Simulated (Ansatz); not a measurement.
# Ir: course of a relaxation

Level of theory: DFT PBE, scalar-relativistic, plane waves, PAW (Ansatz 0.2.0). Run with 420 eV cutoff, 16×10×10 k-mesh, Gaussian smearing of 0.10 eV, no spin polarisation.

What was changed: 4 of 4 Co sites taken by Ir, cell and atoms relaxed.

Spin–orbit coupling is left out, which can shift energies with elements as heavy as these.

Command:

```bash
ansatz run input.yaml --threads 1 --pin off --max-ram 2560MiB --backend cpu --events-out ev --progress --plain --runs-dir out
```

Input:

```yaml
crystal:
  lattice:
    - [1.3739762621, 2.3797966943, 0.0]
    - [0.0, 0.0, 4.4528519618]
    - [4.1219287861, -2.3797966943, 0.0]
  atoms:
    - { symbol: Ir, position: [0.5, 0.25, 0.8333333333] }
    - { symbol: Ir, position: [0.0, 0.25, 0.3333333333] }
    - { symbol: Ir, position: [0.5, 0.75, 0.1666666667] }
    - { symbol: Ir, position: [0.0, 0.75, 0.6666666667] }
basis:
  ecutwfc: 420
kpoints:
  mp_grid: { grid: [16, 10, 10] }
hamiltonian:
  xc: pbe
scf:
  occupations: { method: gaussian, width: 0.1 }
output:
  forces: true
  stress: true
  eigenvalues: true
relax:
  adjacent_minimum: "off"
  f_tol: 0.015
  max_steps: 60
  cell: { stress_tol: 0.15 }
```

F is the free energy. Steps run on the plane waves of an earlier cell, but the last one, and at times one on the way, on a freshly chosen basis, so a repeated geometry can differ a little in energy.

Steps:

```
step F − F(1) (eV) largest force component (eV/Å) V (Å³/atom) P (GPa)
   1         0.0000                           0.000       14.560     0.09
   2         0.0000                           0.000       14.572    -0.19
   3         0.0000                           0.000       14.564     0.00
   4         0.0000                           0.000       14.564     0.00
```

Relaxed structure:

```yaml
crystal:
  lattice:
    - [1.37376, 2.37942, 0.00000]
    - [0.00000, 0.00000, 4.45504]
    - [4.12159, -2.37960, 0.00000]
  atoms:
    - { symbol: Ir, position: [0.50000, 0.25000, 0.83335] }
    - { symbol: Ir, position: [0.00000, 0.25000, 0.33335] }
    - { symbol: Ir, position: [0.50000, 0.75000, 0.16665] }
    - { symbol: Ir, position: [0.00000, 0.75000, 0.66665] }
```

Symmetry: P6_3/mmc, No. 194, hexagonal system. Conventional cell: a = 2.748 Å, b = 2.748 Å, c = 4.455 Å, α = 90.00°, β = 90.00°, γ = 120.00°. Ir (site symmetry -6m2) is surrounded by 12 Ir at 2.73 to 2.75 Å.

The run converged. It took 64 s on 1 thread of Intel(R) Xeon(R) 6975P-C (Granite Rapids), on a shared host, peak memory 0.81 GiB.